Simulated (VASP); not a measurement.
# C (Fd-3m) in VASP: further runs

Aim: see how the results for C move with the level of theory and the settings. Levels: LDA, PBE. Tasks: single point.

Program: VASP 6.6.1. These are calculated values, not measurements. Logs are shortened: lines on timing, memory, paths and dates and some standing lists are left out, and cuts for length are marked.

**1. The structure**

Symmetry: Fd-3m, No. 227, cubic system. The conventional cell has a = 3.567 Å, b = 3.567 Å, c = 3.567 Å, α = 90.00°, β = 90.00°, γ = 90.00°. Around C (site symmetry -43m) lie 4 C at 1.54 Å.

This isn't the form of C at room conditions, which is graphite.

**2. Single point, LDA (grid = ENCUT=460 dk=0.45 cell=3x3x2 ISMEAR=0 SIGMA=0.05 LREAL=Auto EDIFF=1e-06)**

Contents of INCAR:

```
SYSTEM = SiC35
ALGO = Fast
EDIFF = 1E-6
ENCUT = 460
ISIF = 2
ISMEAR = 0
KPAR = 2
LASPH = .True.
LCHARG = .False.
LREAL = Auto
LWAVE = .False.
NBANDS = 84
NCORE = 1
NELM = 120
PREC = Accurate
SIGMA = 0.05
```

Contents of KPOINTS:

```
k-points
0
Gamma
  3 3 4
  0 0 0
```

Contents of POSCAR:

```
SiC35
1.0
    0.0000000000      5.3501100000      5.3501100000
    5.3501100000      0.0000000000      5.3501100000
    3.5667400000      3.5667400000      0.0000000000
Si C
1 35
Direct
    0.2500000000      0.2500000000      0.3750000000
    0.2500000000      0.2500000000      0.8750000000
    0.2500000000      0.5833333333      0.3750000000
    0.2500000000      0.5833333333      0.8750000000
    0.2500000000      0.9166666667      0.3750000000
    0.2500000000      0.9166666667      0.8750000000
    0.5833333333      0.2500000000      0.3750000000
    0.5833333333      0.2500000000      0.8750000000
    0.5833333333      0.5833333333      0.3750000000
    0.5833333333      0.5833333333      0.8750000000
    0.5833333333      0.9166666667      0.3750000000
    0.5833333333      0.9166666667      0.8750000000
    0.9166666667      0.2500000000      0.3750000000
    0.9166666667      0.2500000000      0.8750000000
    0.9166666667      0.5833333333      0.3750000000
    0.9166666667      0.5833333333      0.8750000000
    0.9166666667      0.9166666667      0.3750000000
    0.9166666667      0.9166666667      0.8750000000
    0.1666666667      0.1666666667      0.2500000000
    0.1666666667      0.1666666667      0.7500000000
    0.1666666667      0.5000000000      0.2500000000
    0.1666666667      0.5000000000      0.7500000000
    0.1666666667      0.8333333333      0.2500000000
    0.1666666667      0.8333333333      0.7500000000
    0.5000000000      0.1666666667      0.2500000000
    0.5000000000      0.1666666667      0.7500000000
    0.5000000000      0.5000000000      0.2500000000
    0.5000000000      0.5000000000      0.7500000000
    0.5000000000      0.8333333333      0.2500000000
    0.5000000000      0.8333333333      0.7500000000
    0.8333333333      0.1666666667      0.2500000000
    0.8333333333      0.1666666667      0.7500000000
    0.8333333333      0.5000000000      0.2500000000
    0.8333333333      0.5000000000      0.7500000000
    0.8333333333      0.8333333333      0.2500000000
    0.8333333333      0.8333333333      0.7500000000
```

Potentials or basis: VASP PAW LDA potentials, release 64 (Si, C).

The run is started by

```bash
$ cat potpaw_LDA.64/Si/POTCAR potpaw_LDA.64/C/POTCAR > POTCAR
$ mpirun -np 4 vasp_std > vasp.out
```

OUTCAR:

```text
SYSTEM = SiC35
   EDIFF = 1E-6
   ENCUT = 460
   ISIF = 2
   ISMEAR = 0
   LASPH = .True.
   LREAL = Auto
   NELM = 120
   PREC = Accurate

 Found     14 irreducible k-points:

 Following reciprocal coordinates:
            Coordinates               Weight
  0.000000  0.000000  0.000000      1.000000
  0.333333  0.000000  0.000000      4.000000
  0.333333  0.333333  0.000000      2.000000
 -0.333333  0.333333  0.000000      2.000000
  0.000000  0.000000  0.250000      2.000000
  0.333333  0.000000  0.250000      4.000000
   k-points           NKPTS =     14   k-points in BZ     NKDIM =     14   number of bands    NBANDS=     84
   number of dos      NEDOS =    301   number of ions     NIONS =     36
   total plane-waves  NPLWV = 104976
   dimension x,y,z NGX =    54 NGY =   54 NGZ =   36
   dimension x,y,z NGXF=   108 NGYF=  108 NGZF=   72
   ions per type =               1  35
   NGX,Y,Z   is equivalent  to a cutoff of  11.86, 11.86, 11.86 a.u.
   NGXF,Y,Z  is equivalent  to a cutoff of  23.73, 23.73, 23.73 a.u.
 SYSTEM =  SiC35
   PREC   = accura    normal or accurate (medium, high low for compatibility)
   ISTART =      0    job   : 0-new  1-cont  2-samecut
   ICHARG =      2    charge: 1-file 2-atom 10-const
   ISPIN  =      1    spin polarized calculation?
   LNONCOLLINEAR =      F non collinear calculations
   LSORBIT =      F    spin-orbit coupling
   LASPH  =      T    aspherical Exc in radial PAW
   ENCUT  =  460.0 eV  33.81 Ry    5.81 a.u.  13.23 13.23  8.82*2*pi/ulx,y,z
   NELM   =    120;   NELMIN=  2; NELMDL= -5     # of ELM steps
   EDIFF  = 0.1E-05   stopping-criterion for ELM
   LREAL  =      T    real-space projection
   EDIFFG = 0.1E-04   stopping-criterion for IOM
   NSW    =      0    number of steps for IOM
   IBRION =     -1    ionic relax: 0-MD 1-quasi-New 2-CG
   NFREE  =      0    steps in history (QN), initial steepest desc. (CG)
   ISIF   =      2    stress and relaxation
   ISYM   =      2    0-nonsym 1-usesym 2-fastsym
   POTIM  = 0.5000    time-step for ionic-motion
   TEBEG  =    0.0;   TEEND  =   0.0 temperature during run
   PSTRESS=    0.0 pullay stress
   NELECT =     144.0000    total number of electrons
   NUPDOWN=      -1.0000    fix difference up-down
   EMIN   =  10.00;   EMAX   =-10.00  energy-range for DOS
   EFERMI =   0.00;   METHOD = LEGACY
   ISMEAR =     0;   SIGMA  =   0.05  broadening in eV -4-tet -1-fermi 0-gaus
   EFERMI_NEDOS =   21; number of points for ismear=-14 and -15
   IALGO  =     68    algorithm
   IMIX   =      4    mixing-type and parameters
     AMIX     =   0.40;   BMIX     =  1.00
     AMIX_MAG =   1.60;   BMIX_MAG =  1.00
  volume/ion in A,a.u.               =       5.67        38.28
  Fermi-wavevector in a.u.,A,eV,Ry     =   1.457203  2.753714 28.891161  2.123440
  Thomas-Fermi vector in A             =   2.574032
   LORBIT       =      0    0 simple, 1 ext, 2 COOP (PROOUT), +10 PAW based schemes
   GGA     = CA    functional components
   LHFCALC =     F    Hartree Fock is set to
   AEXX    =    0.0000 exact exchange contribution
   IVDW    =     0    specifies the selected vdW correction
   LEPSILON=     F    determine dielectric tensor
   LRPA    =     F    only Hartree local field effects (RPA)
 non-spin polarized calculation
 RMM-DIIS sequential band-by-band and
 Gauss-broadening in eV      SIGMA  =   0.05
  energy-cutoff  :      460.00
  volume of cell :      204.19
 maximum number of plane-waves:      4588
 NGX is ok and might be reduce to    54
   NGX = 27   NGY = 27   NGZ = 17

 number of electron     144.0000055 magnetization

 Free energy of the ion-electron system (eV)
  ---------------------------------------------------
  ext. energy  EPLUGINS =         0.00000000
  ---------------------------------------------------
  free energy    TOTEN  =      -352.04088423 eV

  energy without entropy =     -352.04088423  energy(sigma->0) =     -352.04088423

 E-fermi :  10.5591     XC(G=0): -13.5476

 val. band max:       10.2526307093   @ k =   0.0000   0.0000   0.0000
 cond. band min:      14.0839774293   @ k =   0.0000   0.0000   0.0000
 fundamental gap:      3.8313467199
 Fermi energy:        10.5590850886

 k-point     1 :       0.0000    0.0000    0.0000
  band No.  band energies     occupation
      1     -11.1865      2.00000
      2      -8.2411      2.00000
      3      -8.1961      2.00000
      4      -8.1688      2.00000
      5      -8.0433      2.00000
      6      -7.1993      2.00000
[... 76 lines left out ...]
     83      16.3965      0.00000
     84      17.2589      0.00000

 k-point     2 :       0.3333    0.0000    0.0000
  band No.  band energies     occupation
      1     -10.8446      2.00000
      2      -9.8244      2.00000
      3      -8.4939      2.00000
      4      -8.1465      2.00000
      5      -7.1903      2.00000
      6      -6.4694      2.00000
[... 76 lines left out ...]
     83      16.9215      0.00000
     84      17.0976      0.00000

 k-point     3 :       0.3333    0.3333    0.0000
  band No.  band energies     occupation
      1     -10.7305      2.00000
      2      -9.3781      2.00000
      3      -9.0831      2.00000
      4      -8.9917      2.00000
      5      -6.6945      2.00000
      6      -6.5153      2.00000
[... 76 lines left out ...]
     83      17.1470      0.00000
     84      17.4862      0.00000

 k-point     4 :      -0.3333    0.3333    0.0000
  band No.  band energies     occupation
      1     -10.2806      2.00000
      2      -9.9510      2.00000
      3      -9.9173      2.00000
      4      -7.6155      2.00000
      5      -6.3746      2.00000
      6      -6.3498      2.00000
[... 76 lines left out ...]
     83      16.4706      0.00000
     84      16.6405      0.00000

 k-point     5 :       0.0000    0.0000    0.2500
  band No.  band energies     occupation
      1     -10.7537      2.00000
      2      -8.5247      2.00000
      3      -8.4527      2.00000
      4      -8.2323      2.00000
      5      -7.8577      2.00000
      6      -7.3976      2.00000
[... 76 lines left out ...]
     83      16.6538      0.00000
     84      16.6823      0.00000

 k-point     6 :       0.3333    0.0000    0.2500
  band No.  band energies     occupation
      1     -10.6684      2.00000
      2      -9.0671      2.00000
      3      -8.8980      2.00000
      4      -8.1096      2.00000
      5      -7.5309      2.00000
      6      -6.8476      2.00000
[... 76 lines left out ...]
     83      17.5024      0.00000
     84      17.6726      0.00000

 [... further k-points ...]

------------------------ aborting loop because EDIFF is reached ----------------------------------------

  FORCE on cell =-STRESS in cart. coord.  units (eV):
  Direction    XX          YY          ZZ          XY          YZ          ZX
  --------------------------------------------------------------------------------------
  -------------------------------------------------------------------------------------
  Total       17.5413888     17.5413888     17.4326097      0.0348471     -0.0017013     -0.0017014
  in kB      137.6409582    137.6409582    136.7874073      0.2734328     -0.0133498     -0.0133501
  external PRESSURE =     137.3564413 kB  Pullay stress =       0.0000000 kB

 VOLUME and BASIS-vectors are now :
 -----------------------------------------------------------------------------
  energy-cutoff  :      460.00
  volume of cell :      204.19
      direct lattice vectors                 reciprocal lattice vectors
     0.000000000  5.350110000  5.350110000    -0.093456022  0.093456022  0.093456022
     5.350110000  0.000000000  5.350110000     0.093456022 -0.093456022  0.093456022
     3.566740000  3.566740000  0.000000000     0.140184034  0.140184034 -0.140184034

 POSITION                                       TOTAL-FORCE (eV/Angst)
 -----------------------------------------------------------------------------------
      2.67505      2.67505      2.67505        -0.008627     -0.008627     -0.071894
      4.45843      4.45843      2.67505         0.007627      0.007627     -0.266347
      4.45842      2.67505      4.45842         0.344617     -0.139341      0.322397
      6.24179      4.45843      4.45842         0.138189     -0.340047      0.332261
      6.24180      2.67505      6.24180        -0.311821     -0.174652     -0.309404
      8.02517      4.45843      6.24180         0.132628      0.355124     -0.356218
[... 28 lines left out ...]
      5.35011      5.35011      8.91685         0.004543      0.004543     -0.130710
      7.13348      7.13348      8.91685        -0.004767     -0.004767      0.026201
 -----------------------------------------------------------------------------------
    total drift:                               -0.000010     -0.000010      0.000036

  FREE ENERGIE OF THE ION-ELECTRON SYSTEM (eV)
  ---------------------------------------------------
  free  energy   TOTEN  =      -352.0408842324 eV

  energy  without entropy=     -352.0408842324  energy(sigma->0) =     -352.04088423
```

OSZICAR:

```text
N       E                     dE             d eps       ncg     rms          rms(c)
DAV:   1     0.466901053468E+03    0.46690E+03   -0.72529E+04  2352   0.153E+03
DAV:   2    -0.331310759537E+03   -0.79821E+03   -0.77186E+03  2928   0.299E+02
DAV:   3    -0.369032038941E+03   -0.37721E+02   -0.37438E+02  2704   0.677E+01
DAV:   4    -0.370007044715E+03   -0.97501E+00   -0.97212E+00  2800   0.110E+01
DAV:   5    -0.370028014131E+03   -0.20969E-01   -0.20946E-01  2696   0.165E+00    0.289E+01
RMM:   6    -0.356025493542E+03    0.14003E+02   -0.13938E+01  2440   0.116E+01    0.167E+01
RMM:   7    -0.352115826135E+03    0.39097E+01   -0.16914E+01  2623   0.131E+01    0.445E+00
RMM:   8    -0.352043428155E+03    0.72398E-01   -0.15273E+00  2590   0.457E+00    0.965E-01
RMM:   9    -0.352045008227E+03   -0.15801E-02   -0.42067E-01  2756   0.199E+00    0.624E-01
RMM:  10    -0.352040583866E+03    0.44244E-02   -0.62029E-02  2693   0.870E-01    0.233E-01
RMM:  11    -0.352040652938E+03   -0.69073E-04   -0.17102E-02  2666   0.404E-01    0.119E-01
RMM:  12    -0.352040886888E+03   -0.23395E-03   -0.24596E-03  2712   0.169E-01    0.561E-02
RMM:  13    -0.352040867673E+03    0.19214E-04   -0.11589E-03  2754   0.969E-02    0.177E-02
RMM:  14    -0.352040881151E+03   -0.13478E-04   -0.18975E-04  2801   0.438E-02    0.142E-02
RMM:  15    -0.352040883330E+03   -0.21790E-05   -0.48892E-05  2770   0.219E-02    0.419E-03
RMM:  16    -0.352040883984E+03   -0.65423E-06   -0.10421E-05  2559   0.107E-02    0.830E-04
RMM:  17    -0.352040884232E+03   -0.24807E-06   -0.27306E-06  1824   0.533E-03
   1 F= -.35204088E+03 E0= -.35204088E+03  d E =-.380400E-19
```

Wall time 3.2 min (4 MPI ranks of Intel Xeon Platinum 8488C (Sapphire Rapids), shared host); peak memory 0.24 GiB.

The run converged, but some of its settings lie outside the range that counts as converged, so its numbers aren't taken as properties of the crystal.

What came out:

```
Free energy            : -352.0409 eV
Pressure               : 13.7 GPa
Largest force          : 12.588 eV/Å
Band gap on the k mesh : 3.83 eV, direct
```

Caveat: the cutoff is under 1.25 times the usual one of these potentials, so pressure, stress and relaxed cells hold a basis-set (Pulay) error.

[end of part 1 of 2]
